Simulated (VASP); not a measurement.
# CdTe (F-43m) in VASP: notebook

Runs on CdTe. Level: PBE. Tasks: dielectric tensor.

Program: VASP 6.6.1. These are calculated values, not measurements. Logs are shortened: lines on timing, memory, paths and dates and some standing lists are left out, and cuts for length are marked.

### Step 1. The structure

The structure is cubic, space group F-43m (No. 216). The conventional cell has a = 6.410 Å, b = 6.410 Å, c = 6.410 Å, α = 90.00°, β = 90.00°, γ = 90.00°. Te (site symmetry -43m) has 4 Cd at 2.78 Å as nearest neighbours. Cd (site symmetry -43m) has 4 Te at 2.78 Å as nearest neighbours.

### Step 2. Dielectric tensor, PBE

Input file INCAR:

```
SYSTEM = CdTe
PREC = Accurate ; ENCUT = 350
EDIFF = 1E-5 ; ISMEAR = 0
SIGMA = 0.01 ; LREAL = .False.
LASPH = .True. ; NELM = 100
ALGO = Normal ; ISIF = 2
LWAVE = .False. ; LCHARG = .False.
GGA = PE ; LEPSILON = .True.
```

Input file KPOINTS:

```
Automatic mesh
0
Gamma
  9 9 9
  0 0 0
```

Input file POSCAR:

```
CdTe
1.0
    0.0000000000      3.2050000000      3.2050000000
    3.2050000000      0.0000000000      3.2050000000
    3.2050000000      3.2050000000      0.0000000000
Te Cd
1 1
Direct
    0.7500000000      0.7500000000      0.7500000000
    0.0000000000      0.0000000000      0.0000000000
```

Potentials or basis: VASP PAW PBE potentials, release 64 (Te, Cd).

On the command line:

```sh
> cat potpaw_PBE.64/Te/POTCAR potpaw_PBE.64/Cd/POTCAR > POTCAR
> mpirun -np 1 vasp_std > vasp.out
```

OUTCAR:

```text
SYSTEM = CdTe
   PREC = Accurate
   ENCUT = 350
   EDIFF = 1E-5
   ISMEAR = 0
   LREAL = .False.
   LASPH = .True.
   NELM = 100
   ISIF = 2
   GGA = PE
   LEPSILON = .True.

 Found     35 irreducible k-points:

 Following reciprocal coordinates:
            Coordinates               Weight
  0.000000  0.000000  0.000000      1.000000
  0.111111  0.000000  0.000000      8.000000
  0.222222  0.000000  0.000000      8.000000
  0.333333  0.000000  0.000000      8.000000
  0.444444  0.000000  0.000000      8.000000
  0.111111  0.111111  0.000000      6.000000
   k-points           NKPTS =     35   k-points in BZ     NKDIM =     35   number of bands    NBANDS=     13
   number of dos      NEDOS =    301   number of ions     NIONS =      2
   total plane-waves  NPLWV =  21952
   dimension x,y,z NGX =    28 NGY =   28 NGZ =   28
   dimension x,y,z NGXF=    56 NGYF=   56 NGZF=   56
   ions per type =               1   1
   NGX,Y,Z   is equivalent  to a cutoff of  10.27, 10.27, 10.27 a.u.
   NGXF,Y,Z  is equivalent  to a cutoff of  20.54, 20.54, 20.54 a.u.
 SYSTEM =  CdTe
   PREC   = accura    normal or accurate (medium, high low for compatibility)
   ISTART =      0    job   : 0-new  1-cont  2-samecut
   ICHARG =      2    charge: 1-file 2-atom 10-const
   ISPIN  =      1    spin polarized calculation?
   LNONCOLLINEAR =      F non collinear calculations
   LSORBIT =      F    spin-orbit coupling
   LASPH  =      T    aspherical Exc in radial PAW
   ENCUT  =  350.0 eV  25.72 Ry    5.07 a.u.   6.91  6.91  6.91*2*pi/ulx,y,z
   NELM   =    100;   NELMIN=  2; NELMDL= -5     # of ELM steps
   EDIFF  = 0.1E-04   stopping-criterion for ELM
   LREAL  =      F    real-space projection
   EDIFFG = 0.1E-03   stopping-criterion for IOM
   NSW    =      0    number of steps for IOM
   IBRION =     -1    ionic relax: 0-MD 1-quasi-New 2-CG
   NFREE  =      0    steps in history (QN), initial steepest desc. (CG)
   ISIF   =      2    stress and relaxation
   ISYM   =      2    0-nonsym 1-usesym 2-fastsym
   POTIM  = 0.5000    time-step for ionic-motion
   TEBEG  =    0.0;   TEEND  =   0.0 temperature during run
   PSTRESS=    0.0 pullay stress
   NELECT =      18.0000    total number of electrons
   NUPDOWN=      -1.0000    fix difference up-down
   EMIN   =  10.00;   EMAX   =-10.00  energy-range for DOS
   EFERMI =   0.00;   METHOD = LEGACY
   ISMEAR =     0;   SIGMA  =   0.01  broadening in eV -4-tet -1-fermi 0-gaus
   EFERMI_NEDOS =   21; number of points for ismear=-14 and -15
   IALGO  =     38    algorithm
   IMIX   =      4    mixing-type and parameters
     AMIX     =   0.40;   BMIX     =  1.00
     AMIX_MAG =   1.60;   BMIX_MAG =  1.00
  volume/ion in A,a.u.               =      32.92       222.17
  Fermi-wavevector in a.u.,A,eV,Ry     =   1.062497  2.007828 15.359610  1.128899
  Thomas-Fermi vector in A             =   2.197950
   LORBIT       =      0    0 simple, 1 ext, 2 COOP (PROOUT), +10 PAW based schemes
   GGA     = PE    functional components
   LHFCALC =     F    Hartree Fock is set to
   AEXX    =    0.0000 exact exchange contribution
   IVDW    =     0    specifies the selected vdW correction
   LEPSILON=     T    determine dielectric tensor
   LRPA    =     F    only Hartree local field effects (RPA)
 non-spin polarized calculation
 Gauss-broadening in eV      SIGMA  =   0.01
  energy-cutoff  :      350.00
  volume of cell :       65.84
 maximum number of plane-waves:      1002
   NGX = 13   NGY = 13   NGZ = 13

--------------------------------------- Ionic step        1  -------------------------------------------

 number of electron      18.0000011 magnetization

 E-fermi :   2.7356     XC(G=0):  -8.7331

 val. band max:        2.6556289845   @ k =   0.0000   0.0000   0.0000
 cond. band min:       3.5250514363   @ k =   0.0000   0.0000   0.0000
 fundamental gap:      0.8694224518
 Fermi energy:         2.7355655835

 k-point     1 :       0.0000    0.0000    0.0000
  band No.  band energies     occupation
      1      -8.7153      2.00000
      2      -5.7384      2.00000
      3      -5.7384      2.00000
      4      -5.7384      2.00000
      5      -5.4519      2.00000
      6      -5.4519      2.00000
      7       2.6556      2.00000
      8       2.6556      2.00000
      9       2.6556      2.00000
     10       3.5251      0.00000
     11       7.2312      0.00000
     12       7.2312      0.00000
     13       7.2312      0.00000

 k-point     2 :       0.1111    0.0000    0.0000
  band No.  band energies     occupation
      1      -8.6650      2.00000
      2      -5.7288      2.00000
      3      -5.7288      2.00000
      4      -5.7020      2.00000
      5      -5.4529      2.00000
      6      -5.4529      2.00000
      7       1.5851      2.00000
      8       2.5366      2.00000
      9       2.5366      2.00000
     10       4.3013      0.00000
     11       7.2141      0.00000
     12       7.4116      0.00000
     13       7.4116      0.00000

 k-point     3 :       0.2222    0.0000    0.0000
  band No.  band energies     occupation
      1      -8.5369      2.00000
      2      -5.7057      2.00000
      3      -5.7057      2.00000
      4      -5.5782      2.00000
      5      -5.4533      2.00000
      6      -5.4533      2.00000
      7       0.1737      2.00000
      8       2.2686      2.00000
      9       2.2686      2.00000
     10       4.6971      0.00000
     11       7.7432      0.00000
     12       7.7432      0.00000
     13       7.8141      0.00000

 k-point     4 :       0.3333    0.0000    0.0000
  band No.  band energies     occupation
      1      -8.3917      2.00000
      2      -5.6830      2.00000
      3      -5.6830      2.00000
      4      -5.4493      2.00000
      5      -5.4493      2.00000
      6      -5.3534      2.00000
      7      -1.0627      2.00000
      8       2.0052      2.00000
      9       2.0052      2.00000
     10       4.6220      0.00000
     11       7.8708      0.00000
     12       7.8708      0.00000
     13       9.0160      0.00000

 k-point     5 :       0.4444    0.0000    0.0000
  band No.  band energies     occupation
      1      -8.2986      2.00000
      2      -5.6708      2.00000
      3      -5.6708      2.00000
      4      -5.4436      2.00000
      5      -5.4436      2.00000
      6      -5.1158      2.00000
      7      -1.8515      2.00000
      8       1.8500      2.00000
      9       1.8500      2.00000
     10       4.5190      0.00000
     11       7.8372      0.00000
     12       7.8372      0.00000
     13       9.7156      0.00000

 k-point     6 :       0.1111    0.1111    0.0000
  band No.  band energies     occupation
      1      -8.6484      2.00000
      2      -5.7196      2.00000
      3      -5.7196      2.00000
      4      -5.7021      2.00000
      5      -5.4583      2.00000
      6      -5.4481      2.00000
      7       1.5620      2.00000
      8       2.3276      2.00000
      9       2.3276      2.00000
     10       4.6402      0.00000
     11       6.7133      0.00000
     12       7.7138      0.00000
     13       7.7138      0.00000

 [... further k-points ...]

  FORCE on cell =-STRESS in cart. coord.  units (eV):
  Direction    XX          YY          ZZ          XY          YZ          ZX
  --------------------------------------------------------------------------------------
  -------------------------------------------------------------------------------------
  Total        1.6774677      1.6774677      1.6774677      0.0000000     -0.0000000     -0.0000000
  in kB       40.8178986     40.8178986     40.8178986      0.0000000     -0.0000000     -0.0000000
  external PRESSURE =      40.8178986 kB  Pullay stress =       0.0000000 kB

 VOLUME and BASIS-vectors are now :
 -----------------------------------------------------------------------------
  energy-cutoff  :      350.00
  volume of cell :       65.84
      direct lattice vectors                 reciprocal lattice vectors
     0.000000000  3.205000000  3.205000000    -0.156006240  0.156006240  0.156006240
     3.205000000  0.000000000  3.205000000     0.156006240 -0.156006240  0.156006240
     3.205000000  3.205000000  0.000000000     0.156006240  0.156006240 -0.156006240

 POSITION                                       TOTAL-FORCE (eV/Angst)
 -----------------------------------------------------------------------------------
      4.80750      4.80750      4.80750        -0.000000     -0.000000     -0.000000
      0.00000      0.00000      0.00000         0.000000      0.000000      0.000000
 -----------------------------------------------------------------------------------
    total drift:                                0.000002      0.000002      0.000003

  FREE ENERGIE OF THE ION-ELECTRON SYSTEM (eV)
  ---------------------------------------------------
  free  energy   TOTEN  =        -4.7241117919 eV

  energy  without entropy=       -4.7241117919  energy(sigma->0) =       -4.72411179

 HEAD OF MICROSCOPIC STATIC DIELECTRIC TENSOR (INDEPENDENT PARTICLE, excluding Hartree and local field effects)
 ------------------------------------------------------
           9.745484     0.000000    -0.000000
           0.000000     9.745484     0.000000
           0.000000     0.000000     9.745484
 ------------------------------------------------------

 Free energy of the ion-electron system (eV)
  ---------------------------------------------------
  ---------------------------------------------------
  free energy    TOTEN  =        -1.64576564 eV

  energy without entropy =       -1.64576564

------------------------ aborting loop because EDIFF is reached ----------------------------------------

--------------------------------------- Ionic step        2  -------------------------------------------

------------------------ aborting loop because EDIFF is reached ----------------------------------------

--------------------------------------- Ionic step        3  -------------------------------------------

 Free energy of the ion-electron system (eV)
  ---------------------------------------------------
  ---------------------------------------------------
  free energy    TOTEN  =        -1.64576550 eV

  energy without entropy =       -1.64576550

------------------------ aborting loop because EDIFF is reached ----------------------------------------

 PIEZOELECTRIC TENSOR FIELD DIRECTION 3  (e Angst)
 -----------------------------------------------------------------------------
    -0.00150  2.45044  0.00000           (  0.00000 -0.07147  0.00000)
     2.45044 -0.00150  0.00000           ( -0.07147  0.00000  0.00000)
     0.00000  0.00000 -0.00065           (  0.00000  0.00000  0.00000)

 PIEZOELECTRIC TENSOR FIELD DIRECTION 3  (C/m^2)
 -----------------------------------------------------------------------------
    -0.00036  0.59627  0.00000
     0.59627 -0.00036  0.00000
     0.00000  0.00000 -0.00016

 MACROSCOPIC STATIC DIELECTRIC TENSOR (including local field effects in DFT)
 ------------------------------------------------------
           9.359681     0.000000    -0.000000
           0.000000     9.359681     0.000000
          -0.000000     0.000000     9.359681
 ------------------------------------------------------

 PIEZOELECTRIC TENSOR (including local field effects)  for field in x, y, z        (e  Angst)
          XX          YY          ZZ          XY          YZ          ZX
  --------------------------------------------------------------------------------
  x    -0.00000     0.00000     0.00000     0.00000     2.46921    -0.00000
  y    -0.00000    -0.00000     0.00000     0.00000     0.00000     2.46921
  z     0.00000     0.00000    -0.00000     2.46921     0.00000     0.00000

 PIEZOELECTRIC TENSOR (including local field effects)  for field in x, y, z        (C/m^2)
          XX          YY          ZZ          XY          YZ          ZX
  --------------------------------------------------------------------------------
  x    -0.00000     0.00000     0.00000     0.00000     0.60083    -0.00000
  y    -0.00000    -0.00000     0.00000     0.00000     0.00000     0.60083
  z     0.00000     0.00000    -0.00000     0.60083     0.00000     0.00000

 BORN EFFECTIVE CHARGES (including local field effects) (in |e|, cummulative output)
 ---------------------------------------------------------------------------------
 ion    1
    1    -2.15727     0.00000    -0.00000
    2    -0.00000    -2.15727     0.00000
    3    -0.00000    -0.00000    -2.15727
 ion    2
    1     2.15727     0.00000     0.00000
    2     0.00000     2.15727    -0.00000
    3     0.00000     0.00000     2.15727
```

Run time: 1.7 min. Hardware: 1 thread of Intel Xeon 6975P-C (Granite Rapids), shared host; peak memory 0.29 GiB.

These settings aren't checked as converged: the numbers below hold their error.

What came out:

```
Band gap on the k mesh                  : 0.87 eV, direct
Electronic dielectric tensor (diagonal) : 9.36
Born charges (mean of the diagonal)     : Te -2.16; Cd +2.16 e
```

Caveat: spin-orbit coupling is left out, which moves the levels of the heavy elements.

### Step 3. Dielectric tensor, PBE

Edit INCAR of step 2 so:

```diff
@@ -2,3 +2,3 @@
 PREC = Accurate ; ENCUT = 350
-EDIFF = 1E-5 ; ISMEAR = 0
+EDIFF = 1E-7 ; ISMEAR = 0
 SIGMA = 0.01 ; LREAL = .False.
```

KPOINTS is that of step 2.

POSCAR is that of step 2.

Potentials or basis: VASP PAW PBE potentials, release 64 (Te, Cd).

On the command line:

```sh
> cat potpaw_PBE.64/Te/POTCAR potpaw_PBE.64/Cd/POTCAR > POTCAR
> mpirun -np 1 vasp_std > vasp.out
```

OUTCAR:

```text
SYSTEM = CdTe
   PREC = Accurate
   ENCUT = 350
   EDIFF = 1E-7
   ISMEAR = 0
   LREAL = .False.
   LASPH = .True.
   NELM = 100
   ISIF = 2
   GGA = PE
   LEPSILON = .True.

 Found     35 irreducible k-points:

 Following reciprocal coordinates:
            Coordinates               Weight
  0.000000  0.000000  0.000000      1.000000
  0.111111  0.000000  0.000000      8.000000
  0.222222  0.000000  0.000000      8.000000
  0.333333  0.000000  0.000000      8.000000
  0.444444  0.000000  0.000000      8.000000
  0.111111  0.111111  0.000000      6.000000
[... 236 lines left out ...]
    -0.00036  0.59614  0.00000
     0.59614 -0.00036  0.00000
     0.00000  0.00000 -0.00016

 MACROSCOPIC STATIC DIELECTRIC TENSOR (including local field effects in DFT)
 ------------------------------------------------------
           9.356141     0.000000     0.000000
           0.000000     9.356141    -0.000000
           0.000000     0.000000     9.356141
 ------------------------------------------------------

 PIEZOELECTRIC TENSOR (including local field effects)  for field in x, y, z        (e  Angst)
          XX          YY          ZZ          XY          YZ          ZX
  --------------------------------------------------------------------------------
  x    -0.00000    -0.00000     0.00000     0.00000     2.46871    -0.00000
  y     0.00000     0.00000    -0.00000     0.00000     0.00000     2.46871
  z     0.00000     0.00000    -0.00000     2.46871     0.00000     0.00000

 PIEZOELECTRIC TENSOR (including local field effects)  for field in x, y, z        (C/m^2)
          XX          YY          ZZ          XY          YZ          ZX
  --------------------------------------------------------------------------------
  x    -0.00000    -0.00000     0.00000     0.00000     0.60071    -0.00000
  y     0.00000     0.00000    -0.00000     0.00000     0.00000     0.60071
  z     0.00000     0.00000    -0.00000     0.60071     0.00000     0.00000

 BORN EFFECTIVE CHARGES (including local field effects) (in |e|, cummulative output)
 ---------------------------------------------------------------------------------
 ion    1
    1    -2.15703     0.00000     0.00000
    2     0.00000    -2.15703     0.00000
    3     0.00000     0.00000    -2.15703
 ion    2
    1     2.15703    -0.00000    -0.00000
    2    -0.00000     2.15703    -0.00000
    3    -0.00000    -0.00000     2.15703
```

OSZICAR:

```text
N       E                     dE             d eps       ncg     rms          rms(c)
DAV:   1     0.825908220686E+02    0.82591E+02   -0.68593E+03   926   0.875E+02
[... 13 lines left out ...]
RMM:   7    -0.164482184180E+01   -0.19467E-02   -0.44989E-05  5018   0.381E-02    0.542E-03
RMM:   8    -0.164501520710E+01   -0.19337E-03   -0.22734E-06  5384   0.780E-03    0.150E-03
RMM:   9    -0.164508179109E+01   -0.66584E-04   -0.72131E-06  4708   0.428E-03    0.341E-04
RMM:  10    -0.164509437822E+01   -0.12587E-04   -0.32686E-06  4860   0.649E-04    0.164E-04
RMM:  11    -0.164509006508E+01    0.43131E-05    0.96991E-07  3694   0.355E-04    0.697E-05
RMM:  12    -0.164508824798E+01    0.18171E-05    0.72404E-11  2125   0.130E-04    0.203E-05
RMM:  13    -0.164508797240E+01    0.27558E-06    0.69473E-11  1566   0.149E-04    0.338E-06
```

stdout:

```text
POSCAR found type information on POSCAR TeCd
 POSCAR found :  2 types and       2 ions
 scaLAPACK will be used
 LDA part: xc-table for (Slater+PW92), standard interpolation
 POSCAR, INCAR and KPOINTS ok, starting setup
 FFT: planning ... GRIDC
 FFT: planning ... GRID_SOFT
 FFT: planning ... GRID
 WAVECAR not read
 entering main loop
 Linear response reoptimize wavefunctions to high precision
 Linear response G [H, r] |phi>, progress :
  Direction:   1
 Linear response G [H, r] |phi>, progress :
  Direction:   2
 Linear response G [H, r] |phi>, progress :
  Direction:   3
 Linear response to external field (no local field effect), progress :
  Direction:   1
 dielectric tensor                  component  1 :    11.020     4.620     1.218
 Linear response to external field (no local field effect), progress :
  Direction:   2
 dielectric tensor                  component  2 :     4.619    11.687    -1.693
 Linear response to external field (no local field effect), progress :
  Direction:   3
 dielectric tensor                  component  3 :     1.223    -1.694     6.519
 Linear response to external field, progress :
  Direction:   1
 dielectric tensor                  component  1 :     9.356     2.057     0.998
 Linear response to external field, progress :
  Direction:   2
 dielectric tensor                  component  2 :     1.979     9.356     0.764
 Linear response to external field, progress :
  Direction:   3
 dielectric tensor                  component  3 :     1.572     1.482     9.356
 Born effective charges drift removed
```

Run time: 2.1 min. Hardware: 1 thread of Intel Xeon 6975P-C (Granite Rapids), shared host; peak memory 0.29 GiB.

These settings aren't checked as converged: the numbers below hold their error.

Results:

| Item | Value |
| --- | --- |
| Band gap on the k mesh | 0.87 eV, direct |
| Electronic dielectric tensor (diagonal) | 9.36 |
| Born charges (mean of the diagonal) | Te -2.16; Cd +2.16 e |

Caveat: spin-orbit coupling is left out, which moves the levels of the heavy elements.

[end of part 1 of 2]
